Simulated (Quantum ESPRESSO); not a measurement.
Sn under changes of volume

One of the cells (27.353 Å³/atom); the others are scaled copies at fixed shape and fractional positions:

```xyz
1
Lattice="-2.0292 2.0292 1.6608 2.0292 -2.0292 1.6608 2.0292 2.0292 -1.6608" Properties=species:S:1:pos:R:3 pbc="T T T"
Sn    0.0000    0.0000    0.0000
```

This isn't the form of Sn at room conditions, which is tetragonal (white tin).

```yaml
Program: Quantum ESPRESSO 7.5
Functional: PBE
Potentials_or_basis: SSSP 1.3 efficiency PBE
Cutoff: 816 eV
Density_cutoff: 6531 eV
k_mesh: 10 × 10 × 10
Occupations: fermi-dirac, width 0.05 eV
Spin: no spin polarisation
```

```tsv
volume (Å³/atom)	energy over the lowest point (meV/atom)	pressure (GPa)
25.712	28.00	4.6
26.259	14.91	3.2
26.806	6.25	2.0
27.353	1.43	0.9
27.901	0.00	0.0
28.448	1.61	-0.9
28.995	?	?
```

Problem. What does the run at 28.995 Å³/atom give?

Solution. Energy over the lowest point 5.94 meV/atom; pressure -1.6 GPa.

Worked out: A Birch-Murnaghan fit of order 3 (a polynomial in V^(-2/3)) to the other rows has its minimum at 27.87 Å³/atom with B0 = V·E''(V) = 45 GPa and B' = 5.5 at fixed shape and positions, which overstates the stiffness. It gives 5.84 meV/atom at 28.995 Å³/atom, against the run's 5.94, and -dE/dV = -1.6 GPa, against -1.6.

Energies are extrapolated to zero smearing.
